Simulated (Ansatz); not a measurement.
**Stiffness of compounds in space group Pm-3m**

Theory: DFT, PBE, all-electron LAPW, scalar-relativistic (Ansatz 0.2.0).

All compounds have space group Pm-3m with 1 atom in the primitive cell. V0, B0 and B0′ come from third-order Birch–Murnaghan fits to pressures at five volumes, with shape and internal coordinates held; prototypes and MP cells needn't be known phases. Spin-polarised runs start from parallel moments; other orders may lie lower.

Where a row has no spin, whether a magnetic state lies lower isn't shown here.

This is a hypothetical arrangement without O2 molecules, not solid oxygen as it is known.

Cl: Cl 1a (0.000 0.000 0.000); sc type, relaxed by us; 18×18×18 mesh, smearing 0.05 eV; no spin
Nb: Nb 1a (0.000 0.000 0.000); sc type, relaxed by us; 13×13×13 mesh, smearing 0.03 eV; no spin
Si: Si 1a (0.000 0.000 0.000); sc type, relaxed by us; 14×14×14 mesh, smearing 0.03 eV; no spin
O: O 1a (0.000 0.000 0.000); sc type, relaxed by us; 18×18×18 mesh, smearing 0.03 eV; no spin
Mn: Mn 1a (0.000 0.000 0.000); sc type, relaxed by us; 14×14×14 mesh, smearing 0.05 eV; polarised, ending at 0.5 μB
As: As 1a (0.000 0.000 0.000); sc type, relaxed by us; 13×13×13 mesh, smearing 0.03 eV; no spin

(1) Order the compounds by bulk modulus, lowest first.
A. O
B. Mn
C. Nb
D. Cl
E. As
F. Si

## Answers

(1) D (34 GPa), E (81 GPa), F (102 GPa), C (134 GPa), A (172 GPa), B (198 GPa).
